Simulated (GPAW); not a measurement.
Crystal: HfB2.

```xyz
3
Lattice="3.1400 0.0000 0.0000 -1.5700 2.7193 0.0000 0.0000 0.0000 3.4800" Properties=species:S:1:pos:R:3 pbc="T T T"
Hf    0.0000    0.0000    0.0000
B     1.5700    0.9064    1.7400
B     0.0000    1.8129    1.7400
```

- Program: GPAW 26.7.0
- Task: relaxation of cell and atoms
- Functional: PBEsol
- Dispersion: D3
- Potentials or basis: PAW data sets generated in the run's folder for this functional
- Cutoff: 800 eV
- Basis: pw
- k mesh: 7 × 7 × 6
- Occupations: fermi-dirac, width 0.05 eV
- Spin: no spin polarisation

At the start: pressure -6.6 GPa; volume 9.90 Å³/atom.

**Question.** How do energy, volume and symmetry change on relaxing?

**Answer.** Over 6 steps the energy falls by 5.1 meV/atom and the volume is 9.66 Å³/atom (-2.5 %); space group P6/mmm (No. 191, to 0.05 Å).

The path:
| step | energy change (eV) | largest force (eV/Å) | pressure (GPa) | volume (Å³) |
| --- | --- | --- | --- | --- |
| 1 | 0.0000 | 0.0000 | -6.63 | 29.71 |
| 2 | -0.0062 | 0.0000 | -5.16 | 29.54 |
| 3 | -0.0150 | 0.0000 | 0.15 | 28.95 |
| 4 | -0.0150 | 0.0000 | 0.02 | 28.97 |
| 5 | -0.0151 | 0.0000 | -0.15 | 28.98 |
| 6 | -0.0152 | 0.0000 | -0.12 | 28.98 |

Final structure:
```
CELL_PARAMETERS angstrom
3.11714 0.00000 0.00000
-1.55857 2.69952 0.00000
0.00000 0.00000 3.44363
ATOMIC_POSITIONS crystal
Hf 0.00000 0.00000 0.00000
B 0.66667 0.33333 0.50000
B 0.33333 0.66667 0.50000
```

Caveat: later steps reuse the first step's grids; pairwise dispersion overbinds metals, which lowers pressure and volume.
